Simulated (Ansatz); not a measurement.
Runs of Ansatz 0.2.0 on Rb. Symmetry: I4/mmm, No. 139, tetragonal system. Conventional cell: a = 5.909 Å, b = 5.909 Å, c = 5.462 Å, α = 90.00°, β = 90.00°, γ = 90.00°. This isn't the form of Rb at room conditions, which is bcc.

| task | level | potentials or basis | spin | k mesh | cutoff (eV) | smearing | atoms under strain | mesh quality | gap on the mesh (eV) | pressure (GPa) |
| --- | --- | --- | --- | --- | --- | --- | --- | --- | --- | --- |
| ladder of functionals | LDA | Ansatz PAW earlier set | off | 7 × 7 × 7 | 420 | tetrahedron | - | not flagged | none | -0.5 |
| elastic constants | revPBE+D3(BJ) | SPMS NC | off | 5 × 5 × 5 | 245 | fermi-dirac 0.1 eV | relaxed | not flagged | none | -0.2 |
| projected density of states | HSE03 | Ansatz PAW | off | 4 × 4 × 4 | 420 | gaussian 0.05 eV | - | coarse | none | (a) |
| atomic charges | PBE0+D3(BJ) | PseudoDojo stringent (PBE files) | SOC, no magnetisation | 4 × 4 × 4 | 626 | fermi-dirac 0.01 eV | - | coarse | none | -0.2 |
| single point | r2SCAN+rVV10 | SPMS NC | off | 7 × 7 × 7 | 245 | fermi-dirac 0.01 eV | - | not flagged | none | - |
| single point | HSE03 | PseudoDojo standard (PBE files) | off | 5 × 5 × 5 | 630 | fermi-dirac 0.025 eV | - | not flagged | none | -0.1 |
| single point | r2SCAN0+D3(BJ) | Ansatz PAW | off | 5 × 5 × 5 | 500 | gaussian 0.15 eV | - | not flagged | none | -0.1 |

Alike in all rows: cell as given.

Estimate the missing entries.

(a) 0.0.

Caveats: some runs use coarse meshes; the potentials were made for another functional, which shifts forces and pressure (some runs); pairwise dispersion overbinds metals, which lowers pressure and volume (some runs); the thresholds are loose for stress (some runs); the PAW data sets come from PBE, with cores solved anew for the run's functional, which leaves a small shift of forces and pressure (some runs); with tetrahedron occupations forces and stress needn't match the slope of the energy (some runs); the meta-GGA runs on potentials made for a GGA (some runs); the rVV10 pressure on norm-conserving files is uncertain (some runs).

A k mesh can miss the band edges, and rows without SOC leave out spin-orbit coupling on Rb.

A gap of «none» marks a metal or a gap under the smearing width.

Runs at the PBE level aren't shown here.
